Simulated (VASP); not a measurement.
A run of VASP 6.6.1 is set up as follows.

File INCAR:

```
SYSTEM = Si
PREC = Accurate ; ENCUT = 700
EDIFF = 1E-7 ; ISMEAR = 0
SIGMA = 0.03 ; LREAL = .FALSE.
LASPH = .TRUE. ; NELM = 80
ALGO = Fast ; ISIF = 2
LWAVE = .FALSE. ; LCHARG = .TRUE.
LDIPOL = .TRUE. ; IDIPOL = 3
DIPOL = 0.5 0.5 0.500 ; GGA = PE
LVHAR = .TRUE. ; LVACPOTAV = .TRUE.
KPAR = 4
```

KPOINTS

```
Automatic mesh
0
G
  4 7 1
  0 0 0
```

File POSCAR:

```
Si                                      
1.0
    7.7338814500      0.0000000000      0.0000000000
    0.0000000000      3.8669407200      0.0000000000
    0.0000000000      0.0000000000     21.4358500000
  Si            
    12
Direct
     0.8618426944093783    0.0000000099975001    0.3730685087820336
     0.5753028956540481    0.0000000045073225    0.3374276247892909
     0.5226827876270203    0.5000000054506709    0.4016691717193479
     0.0115114160758387    0.5000000088967457    0.4023092595742331
     0.2675769218776807    0.4999999995789874    0.4667087220171389
     0.7610843328511112    0.5000000021895054    0.4695503263109988
     0.7610840870898471    0.0000000030716406    0.5304494470540423
     0.2675769805048015    0.0000000001267666    0.5332913852318668
     0.5226827944507808    0.9999999963360211    0.5983307419930559
     0.0115109076552816    0.9999999870278505    0.5976908950982290
     0.8618422020507152    0.4999999858162523    0.6269314114511294
     0.5753019797534963    0.4999999970007373    0.6625725059786332
```

Potentials or basis: VASP PAW PBE potentials, release 64 (Si).

Launch:

```bash
$ cat potpaw_PBE.64/Si/POTCAR > POTCAR
$ mpirun -np 4 vasp_std > vasp.out
```

Q: What does it give for the ionisation potential of the upper face?

A: 4.95 eV.

Q: Estimate the band gap on the k mesh.

A: 0.30 eV, indirect (least direct gap 0.53 eV).

Forces on the atoms (eV/Å):
```
Si  -0.006  0.000 -0.008
Si   0.001  0.000  0.000
Si   0.001  0.000  0.005
Si   0.002  0.000 -0.008
Si   0.001  0.000  0.009
Si   0.001  0.000 -0.005
Si   0.001  0.000  0.005
Si   0.001  0.000 -0.009
Si   0.001  0.000 -0.005
Si   0.002  0.000  0.008
Si  -0.006  0.000  0.008
Si   0.001  0.000  0.000
```

A hybrid or GW would open this gap; PBE tends to underestimate it.
